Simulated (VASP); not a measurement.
# HgTe (Fm-3m) in VASP: a series of runs

One crystal, HgTe, is run at these levels: PBE; tasks: single point.

All numbers are computed with VASP 6.6.1; they aren't measurements. Logs are shortened: lines on timing, memory, paths and dates and some standing lists are left out, and cuts for length are marked.

## 1. The structure

It takes space group Fm-3m (No. 225, cubic). The conventional cell has a = 6.360 Å, b = 6.360 Å, c = 6.360 Å, α = 90.00°, β = 90.00°, γ = 90.00°. Around Hg (site symmetry m-3m) lie 6 Te at 3.18 Å. Te (site symmetry m-3m) has 6 Hg at 3.18 Å as nearest neighbours.

Measurements of this composition are mostly on another form, of space group No. 216.

## 2. Single point, PBE

The input, INCAR:

```
ALGO = Fast ; EDIFF = 1E-6
ENCUT = 520 ; GGA = PE
ISIF = 2 ; ISMEAR = -1
LASPH = True ; LCHARG = False
LREAL = False ; LWAVE = False
NBANDS = 16 ; NELM = 100
PREC = Accurate ; SIGMA = 0.05
```

The input, KPOINTS:

```
k-points
0
Gamma
  7 7 7
```

The input, POSCAR:

```
HgTe
1.0
    0.0000000000      3.1800000000      3.1800000000
    3.1800000000      0.0000000000      3.1800000000
    3.1800000000      3.1800000000      0.0000000000
Hg Te
1 1
Direct
    0.0000000000      0.0000000000      0.0000000000
    0.5000000000      0.5000000000      0.5000000000
```

Potentials or basis: VASP PAW PBE potentials, release 64 (Hg, Te).

Launch:

```bash
$ cat potpaw_PBE.64/Hg/POTCAR potpaw_PBE.64/Te/POTCAR > POTCAR
$ mpirun -np 1 vasp_std > vasp.out
```

OUTCAR:

```text
EDIFF = 1E-6
   ENCUT = 520
   GGA = PE
   ISIF = 2
   ISMEAR = -1
   LASPH = True
   LREAL = False
   NELM = 100
   PREC = Accurate

 ion  position               nearest neighbor table
   1  0.000  0.000  0.000-   2 3.18   2 3.18   2 3.18   2 3.18   2 3.18   2 3.18
   2  0.500  0.500  0.500-   1 3.18   1 3.18   1 3.18   1 3.18   1 3.18   1 3.18

  LATTYP: Found a face centered cubic cell.
 ALAT       =     6.3600000000

  Lattice vectors:

 A1 = (   0.0000000000,   3.1800000000,   3.1800000000)
 A2 = (   3.1800000000,   0.0000000000,   3.1800000000)
 A3 = (   3.1800000000,   3.1800000000,   0.0000000000)

Analysis of symmetry for initial positions (statically):
=====================================================================
 Subroutine PRICEL returns:
 Original cell was already a primitive cell.

 Routine SETGRP: Setting up the symmetry group for a
 face centered cubic supercell.

 Subroutine GETGRP returns: Found 48 space group operations
 (whereof 48 operations were pure point group operations)
 out of a pool of 48 trial point group operations.

The static configuration has the point symmetry O_h .

Analysis of symmetry for dynamics (positions and initial velocities):
=====================================================================
 Subroutine PRICEL returns:
 Original cell was already a primitive cell.

 Routine SETGRP: Setting up the symmetry group for a
 face centered cubic supercell.

 Subroutine GETGRP returns: Found 48 space group operations
 (whereof 48 operations were pure point group operations)
 out of a pool of 48 trial point group operations.

The dynamic configuration has the point symmetry O_h .

 Subroutine INISYM returns: Found 48 space group operations
 (whereof 48 operations are pure point group operations),
 and found     1 'primitive' translations

----------------------------------------------------------------------------------------

                                     Primitive cell

  volume of cell :      64.3149

  direct lattice vectors                    reciprocal lattice vectors
     0.000000000  3.180000000  3.180000000    -0.157232704  0.157232704  0.157232704
     3.180000000  0.000000000  3.180000000     0.157232704 -0.157232704  0.157232704
     3.180000000  3.180000000  0.000000000     0.157232704  0.157232704 -0.157232704

  length of vectors
     4.497199128  4.497199128  4.497199128     0.272335033  0.272335033  0.272335033

  position of ions in fractional coordinates (direct lattice)
     0.000000000  0.000000000  0.000000000
     0.500000000  0.500000000  0.500000000

  ion indices of the primitive-cell ions
   primitive index   ion index
                 1           1
                 2           2

----------------------------------------------------------------------------------------

 KPOINTS: k-points

Automatic generation of k-mesh.
 Grid dimensions read from file:
 generate k-points for:    7    7    7

 Generating k-lattice:

  Cartesian coordinates                     Fractional coordinates (reciprocal lattice)
    -0.022461815  0.022461815  0.022461815     0.142857143  0.000000000  0.000000000
     0.022461815 -0.022461815  0.022461815     0.000000000  0.142857143  0.000000000
     0.022461815  0.022461815 -0.022461815     0.000000000  0.000000000  0.142857143

  Length of vectors
     0.038905005  0.038905005  0.038905005

  Shift w.r.t. Gamma in fractional coordinates (k-lattice)
     0.000000000  0.000000000  0.000000000

 Subroutine IBZKPT returns following result:
 ===========================================

 Found     20 irreducible k-points:

 Following reciprocal coordinates:
            Coordinates               Weight
  0.000000  0.000000  0.000000      1.000000
  0.142857  0.000000  0.000000      8.000000
  0.285714  0.000000  0.000000      8.000000
  0.428571  0.000000  0.000000      8.000000
  0.142857  0.142857  0.000000      6.000000
  0.285714  0.142857  0.000000     24.000000
[... 12 lines left out ...]
 -0.428571  0.428571  0.142857     24.000000
 -0.285714  0.428571  0.142857     24.000000
   k-points           NKPTS =     20   k-points in BZ     NKDIM =     20   number of bands    NBANDS=     16
   number of dos      NEDOS =    301   number of ions     NIONS =      2
   total plane-waves  NPLWV =  46656
   dimension x,y,z NGX =    36 NGY =   36 NGZ =   36
   dimension x,y,z NGXF=    72 NGYF=   72 NGZF=   72
   ions per type =               1   1
   NGX,Y,Z   is equivalent  to a cutoff of  13.31, 13.31, 13.31 a.u.
   NGXF,Y,Z  is equivalent  to a cutoff of  26.62, 26.62, 26.62 a.u.
 SYSTEM =  unknown system
   PREC   = accura    normal or accurate (medium, high low for compatibility)
   ISTART =      0    job   : 0-new  1-cont  2-samecut
   ICHARG =      2    charge: 1-file 2-atom 10-const
   ISPIN  =      1    spin polarized calculation?
   LNONCOLLINEAR =      F non collinear calculations
   LSORBIT =      F    spin-orbit coupling
   LASPH  =      T    aspherical Exc in radial PAW
   ENCUT  =  520.0 eV  38.22 Ry    6.18 a.u.   8.36  8.36  8.36*2*pi/ulx,y,z
   NELM   =    100;   NELMIN=  2; NELMDL= -5     # of ELM steps
   EDIFF  = 0.1E-05   stopping-criterion for ELM
   LREAL  =      F    real-space projection
   EDIFFG = 0.1E-04   stopping-criterion for IOM
   NSW    =      0    number of steps for IOM
   IBRION =     -1    ionic relax: 0-MD 1-quasi-New 2-CG
   NFREE  =      0    steps in history (QN), initial steepest desc. (CG)
   ISIF   =      2    stress and relaxation
   ISYM   =      2    0-nonsym 1-usesym 2-fastsym
   POTIM  = 0.5000    time-step for ionic-motion
   TEBEG  =    0.0;   TEEND  =   0.0 temperature during run
   PSTRESS=    0.0 pullay stress
   NELECT =      18.0000    total number of electrons
   NUPDOWN=      -1.0000    fix difference up-down
   EMIN   =  10.00;   EMAX   =-10.00  energy-range for DOS
   EFERMI =   0.00;   METHOD = LEGACY
   ISMEAR =    -1;   SIGMA  =   0.05  broadening in eV -4-tet -1-fermi 0-gaus
   EFERMI_NEDOS =   21; number of points for ismear=-14 and -15
   IALGO  =     68    algorithm
   IMIX   =      4    mixing-type and parameters
     AMIX     =   0.40;   BMIX     =  1.00
     AMIX_MAG =   1.60;   BMIX_MAG =  1.00
  volume/ion in A,a.u.               =      32.16       217.01
  Fermi-wavevector in a.u.,A,eV,Ry     =   1.070850  2.023613 15.602062  1.146719
  Thomas-Fermi vector in A             =   2.206572
   LORBIT       =      0    0 simple, 1 ext, 2 COOP (PROOUT), +10 PAW based schemes
   GGA     = PE    functional components
   LHFCALC =     F    Hartree Fock is set to
   AEXX    =    0.0000 exact exchange contribution
   IVDW    =     0    specifies the selected vdW correction
   LEPSILON=     F    determine dielectric tensor
   LRPA    =     F    only Hartree local field effects (RPA)
 non-spin polarized calculation
 RMM-DIIS sequential band-by-band and
  energy-cutoff  :      520.00
  volume of cell :       64.31
 maximum number of plane-waves:      1759
 NGX is ok and might be reduce to    36
   NGX = 17   NGY = 17   NGZ = 17

 number of electron      17.9999998 magnetization

 Free energy of the ion-electron system (eV)
  ---------------------------------------------------
  ext. energy  EPLUGINS =         0.00000000
  ---------------------------------------------------
  free energy    TOTEN  =        -3.28277427 eV

  energy without entropy =       -3.27426018  energy(sigma->0) =       -3.27851723

 E-fermi :   3.1074     XC(G=0):  -9.2807

 val. band max:        3.0910259023   @ k =  -0.1429   0.1429   0.0000
 cond. band min:       3.1993296605   @ k =   0.4286   0.0000   0.0000
 fundamental gap:      0.1083037582
 Fermi energy:         3.1074163236

 k-point     1 :       0.0000    0.0000    0.0000
  band No.  band energies     occupation
      1      -8.1727      2.00000
      2      -3.1972      2.00000
      3      -3.1972      2.00000
      4      -3.1473      2.00000
      5      -3.1473      2.00000
      6      -3.1473      2.00000
[... 8 lines left out ...]
     15      10.6496      0.00000
     16      10.6496      0.00000

 k-point     2 :       0.1429    0.0000    0.0000
  band No.  band energies     occupation
      1      -8.0385      2.00000
      2      -3.2418      2.00000
      3      -3.2418      2.00000
      4      -3.1614      2.00000
      5      -3.1285      2.00000
      6      -3.1285      2.00000
[... 8 lines left out ...]
     15      11.1246      0.00000
     16      11.1246      0.00000

 k-point     3 :       0.2857    0.0000    0.0000
  band No.  band energies     occupation
      1      -7.6930      2.00000
      2      -3.3446      2.00000
      3      -3.3446      2.00000
      4      -3.2259      2.00000
      5      -3.0786      2.00000
      6      -3.0786      2.00000
[... 8 lines left out ...]
     15      12.0491      0.00000
     16      12.0491      0.00000

 k-point     4 :       0.4286    0.0000    0.0000
  band No.  band energies     occupation
      1      -7.3505      2.00000
      2      -3.4240      2.00000
      3      -3.4240      2.00000
      4      -3.3628      2.00000
      5      -3.0370      2.00000
      6      -3.0370      2.00000
[... 8 lines left out ...]
     15      13.3621      0.00000
     16      13.3621      0.00000
[... 248 lines left out ...]
 k-point    18 :      -0.4286    0.2857    0.1429
  band No.  band energies     occupation
      1      -7.3230      2.00000
      2      -3.3643      2.00000
      3      -3.2371      2.00000
      4      -3.1846      2.00000
      5      -3.0202      2.00000
      6      -2.9735      2.00000
[... 8 lines left out ...]
     15      12.9673      0.00000
     16      14.2504      0.00000

 k-point    19 :      -0.4286    0.4286    0.1429
  band No.  band energies     occupation
      1      -7.3509      2.00000
      2      -3.2501      2.00000
      3      -3.2064      2.00000
      4      -3.0718      2.00000
      5      -2.9905      2.00000
      6      -2.8001      2.00000
[... 8 lines left out ...]
     15      13.9717      0.00000
     16      15.4313      0.00000

 k-point    20 :      -0.2857    0.4286    0.1429
  band No.  band energies     occupation
      1      -7.2937      2.00000
      2      -3.3342      2.00000
      3      -3.1816      2.00000
      4      -3.1180      2.00000
      5      -2.9900      2.00000
      6      -2.7800      2.00000
[... 8 lines left out ...]
     15      13.1181      0.00000
     16      15.2423      0.00000

------------------------ aborting loop because EDIFF is reached ----------------------------------------

  FORCE on cell =-STRESS in cart. coord.  units (eV):
  Direction    XX          YY          ZZ          XY          YZ          ZX
  --------------------------------------------------------------------------------------
  -------------------------------------------------------------------------------------
  Total       -1.4714748     -1.4714748     -1.4714748     -0.0000000      0.0000000      0.0000000
  in kB      -36.6565907    -36.6565907    -36.6565907     -0.0000000      0.0000000      0.0000000
  external PRESSURE =     -36.6565907 kB  Pullay stress =       0.0000000 kB

 VOLUME and BASIS-vectors are now :
 -----------------------------------------------------------------------------
  energy-cutoff  :      520.00
  volume of cell :       64.31
      direct lattice vectors                 reciprocal lattice vectors
     0.000000000  3.180000000  3.180000000    -0.157232704  0.157232704  0.157232704
     3.180000000  0.000000000  3.180000000     0.157232704 -0.157232704  0.157232704
     3.180000000  3.180000000  0.000000000     0.157232704  0.157232704 -0.157232704

 POSITION                                       TOTAL-FORCE (eV/Angst)
 -----------------------------------------------------------------------------------
      0.00000      0.00000      0.00000         0.000000      0.000000      0.000000
      3.18000      3.18000      3.18000        -0.000000      0.000000     -0.000000
 -----------------------------------------------------------------------------------
    total drift:                               -0.000000      0.000000      0.000000

  FREE ENERGIE OF THE ION-ELECTRON SYSTEM (eV)
  ---------------------------------------------------
  free  energy   TOTEN  =        -3.2827742721 eV

  energy  without entropy=       -3.2742601823  energy(sigma->0) =       -3.27851723
```

Run time: 12 s. Hardware: 1 thread of Intel Xeon 6975P-C (Granite Rapids), shared host; peak memory 0.21 GiB.

Results:

```yaml
Free_energy: -3.2828 eV
Pressure: -3.7 GPa
Band_gap_on_the_k_mesh: none (metal or under the smearing width)
```

## 3. Single point, PBE

The input, INCAR:

```
PREC = Accurate
ENCUT = 520
EDIFF = 1E-7
ISMEAR = -1
SIGMA = 0.05
LREAL = False
LASPH = True
NELM = 100
ALGO = Normal
ISIF = 2
LWAVE = False
LCHARG = False
GGA = PE
NBANDS = 16
```

The input, KPOINTS:

```
regular mesh
0
Gamma
  7 7 7
```

POSCAR is that of step 2.

Potentials or basis: VASP PAW PBE potentials, release 64 (Hg, Te).

Launch:

```bash
$ cat potpaw_PBE.64/Hg/POTCAR potpaw_PBE.64/Te/POTCAR > POTCAR
$ mpirun -np 1 vasp_std > vasp.out
```

It took 13 s on 1 thread of Intel Xeon 6975P-C (Granite Rapids), shared host; peak memory 0.2 GiB.

It converged, with:

```
Free energy            : -3.2828 eV
Pressure               : -3.7 GPa
Band gap on the k mesh : none (metal or under the smearing width)
```

Levels at points of the mesh, in eV from the Fermi level:
| k point | band 6 | band 7 | band 8 | band 9 | band 10 | band 11 | band 12 | band 13 |
| --- | --- | --- | --- | --- | --- | --- | --- | --- |
| (0.00, 0.00, 0.00) | -6.25 | -1.41 | -0.56 | -0.56 | -0.56 | 7.45 | 7.45 | 7.45 |

The run has no spin-orbit coupling, so splittings on Hg, Te are missing.
